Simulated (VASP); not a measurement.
TaC:

```xyz
2
Lattice="0.0000 2.2339 2.2339 2.2339 0.0000 2.2339 2.2339 2.2339 0.0000" Properties=species:S:1:pos:R:3 pbc="T T T"
Ta    0.0000    0.0000    0.0000
C     2.2339    2.2339    2.2339
```

The cell is a database's computed one.

* Program: VASP 6.6.1
* Task: relaxation of cell and atoms
* Functional: PBEsol
* Potentials or basis: VASP PAW PBE potentials, release 64 (Ta, C)
* Cutoff: 580 eV
* k mesh: 16 × 16 × 16
* Occupations: gaussian, width 0.1 eV
* Spin: no spin polarisation

At the start: pressure -6.0 GPa; volume 11.15 Å³/atom.

How do energy, volume and symmetry change on relaxing?

Over 4 steps the energy falls by 3.7 meV/atom and the volume is 10.95 Å³/atom (-1.7 %); space group Fm-3m (No. 225, to 0.05 Å).

The path:
```csv
step,energy change (eV),largest force (eV/Å),pressure (GPa),volume (Å³)
1,0.0000,0.0000,-6.02,22.30
2,0.0413,0.0000,17.26,20.97
3,-0.0074,0.0000,-0.10,21.92
4,-0.0074,0.0000,0.01,21.91
```

Final structure:
```xyz
2
Lattice="0.0000 2.2209 2.2209 2.2209 0.0000 2.2209 2.2209 2.2209 0.0000" Properties=species:S:1:pos:R:3 pbc="T T T"
Ta    2.2209    4.4419    2.2209
C     2.2209    2.2209    2.2209
```

Caveat: the PAW data sets were made with another functional, which shifts forces and pressure a little.
